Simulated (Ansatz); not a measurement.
Al$_{2}$Ru under pressure

Method: Ansatz 0.2.0, DFT PBEsol, scalar-relativistic, plane waves, PAW. Settings: 420 eV cutoff, 18×18×18 k-mesh, Gaussian smearing of 0.10 eV, no spin polarisation.

Reference structure (relaxed):

```
Al Ru
1.0
    -1.56068    1.56068    4.21155
     1.56068   -1.56068    4.21155
     1.56068    1.56068   -4.21155
Al Ru
2 1
Direct
  0.65908 0.65908 0.00000
  0.34092 0.34092 0.00000
  0.00000 0.00000 0.00000
```

Cell and atoms are relaxed at each pressure within the symmetry of the start, at zero temperature, so transitions that lower the symmetry aren't seen. The k-mesh given is that at zero pressure and may differ at others.

Give the structure at 25 GPa.

```
Al Ru
1.0
    -1.50547    1.50547    4.05372
     1.50547   -1.50547    4.05372
     1.50547    1.50547   -4.05372
Al Ru
2 1
Direct
  0.66117 0.66117 0.00000
  0.33883 0.33883 0.00000
  0.00000 0.00000 0.00000
```
Symmetry: I4/mmm, No. 139, tetragonal system. Conventional cell: a = 3.011 Å, b = 3.011 Å, c = 8.107 Å, α = 90.00°, β = 90.00°, γ = 90.00°. Al (site symmetry 4mm) is surrounded by 5 Ru at 2.50 to 2.75 Å and 5 Al at 2.57 to 2.61 Å. Ru (site symmetry 4/mmm) is surrounded by 10 Al at 2.50 to 2.75 Å.